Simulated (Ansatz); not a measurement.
# Sb (Antimony): further runs on the relaxed cell

The task here is to estimate one member of a computed series from the others.

Computed with Ansatz 0.2.0 (DFT PBE+D3(BJ), scalar-relativistic, plane waves, PAW, unless a step's input says otherwise).

1 further run of the same task is left out (set aside as unsound or not needed).

## The starting structure

It takes space group R-3m (No. 166, trigonal). The conventional cell has a = 4.323 Å, b = 4.323 Å, c = 11.039 Å, α = 90.00°, β = 90.00°, γ = 120.00°. Sb (site symmetry 3m) is surrounded by 6 Sb at 2.93 to 3.29 Å.

Coordinates:

```cif
data_structure
_symmetry_space_group_name_H-M 'P 1'
_symmetry_Int_Tables_number 1
_cell_length_a 4.4464
_cell_length_b 4.4464
_cell_length_c 4.4464
_cell_angle_alpha 58.176
_cell_angle_beta 58.176
_cell_angle_gamma 58.176
_cell_volume 59.56
loop_
_atom_site_label
_atom_site_type_symbol
_atom_site_fract_x
_atom_site_fract_y
_atom_site_fract_z
_atom_site_occupancy
Sb1 Sb 0.23615 0.23615 0.23615 1
Sb2 Sb 0.76385 0.76385 0.76385 1
```

It is the result of an earlier relaxation at this level (volume 29.78 Å³/atom; gap on the mesh: none (metal)).

The first run:

input.yaml reads:

```yaml
crystal:
  lattice:
    - [2.1616083304, 1.2480051515, 3.6796745313]
    - [-2.1616083304, 1.2480051515, 3.6796745313]
    - [0.0, -2.4960103029, 3.6796745313]
  atoms:
    - { symbol: Sb, position: [0.236148723, 0.236148723, 0.236148723] }
    - { symbol: Sb, position: [0.763851277, 0.763851277, 0.763851277] }
basis:
  ecutwfc: 420
kpoints:
  mp_grid: { grid: [12, 12, 12] }
hamiltonian:
  xc: pbesol
scf:
  occupations: { method: gaussian, width: 0.1 }
output:
  forces: true
  stress: true
  eigenvalues: true
relax:
  adjacent_minimum: "off"
  f_tol: 0.005
  max_steps: 50
  cell: { stress_tol: 0.05 }
```

Started as:

```sh
ansatz run input.yaml --threads 1 --pin off --max-ram 2560MiB --backend cpu --events-out ev --progress --plain --runs-dir out
```

Among the steps run: The cell under PBEsol; Relaxing with PBE; The cell under LDA; The cell under r2SCAN.

One table of the session follows, with a row left open; its other results are not shown here.

It belongs to the step «Relaxed cells side by side». 

| functional | a (Å) | b (Å) | c (Å) | volume (Å³/atom) |
| --- | --- | --- | --- | --- |
| PBE+D3(BJ) | 4.446 | 4.446 | 4.446 | 29.78 |
| PBEsol | 4.451 | 4.451 | 4.451 | 29.82 |
| PBE | 4.595 | 4.595 | 4.595 | 31.84 |
| LDA | ? | ? | ? | ? |
| r2SCAN | 4.607 | 4.607 | 4.607 | 31.54 |

**Question.** Estimate the row for LDA.

The run gave: a (Å): 4.418; b (Å): 4.418; c (Å): 4.418; volume (Å³/atom): 29.20. In the column «a (Å)» it is the lowest.
